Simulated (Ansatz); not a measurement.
Phonon dispersion of ScAl at 1.02 times its equilibrium volume

All numbers below come from DFT PBEsol, scalar-relativistic, plane waves, PAW in Ansatz 0.2.0. Cutoff 420 eV, 12×12×12 k-points (Γ-centred), Fermi-Dirac smearing of 0.15 eV. No spin polarisation. Phonons by linear response, acoustic sum rule imposed.

The cell, relaxed in shape and atoms at 1.02 times its equilibrium volume:
```xyz
2
Lattice="3.3701 0.0000 0.0000 0.0000 3.3701 0.0000 0.0000 0.0000 3.3701" Properties=species:S:1:pos:R:3 pbc="T T T"
Sc    1.6850    1.6850    1.6850
Al    0.0000    0.0000    0.0000
```

In a metal, frequencies and elastic constants depend on the k mesh and the smearing, soft modes and shear constants most. The q mesh is coarse, so values between its points are rough.

Force constants from linear response on a 2×2×2 q mesh.

(1) Is the structure dynamically stable on the q mesh?

(2) Give the frequencies (cm⁻¹) at the points of high symmetry.

Results:

(1) Yes, on this mesh: no mode is imaginary.

(2)
```tsv
point	q	frequencies
X	0.000 0.500 0.000	180 180 230 233 238 238
M	0.500 0.500 0.000	49 49 166 255 332 332
R	0.500 0.500 0.500	224 224 224 264 264 264
```

Whether ScAl exists in this form wasn't checked.

Cost: 1 run of about 2.1 core-minutes, on Intel Xeon Platinum 8488C (Sapphire Rapids) (shared hosts).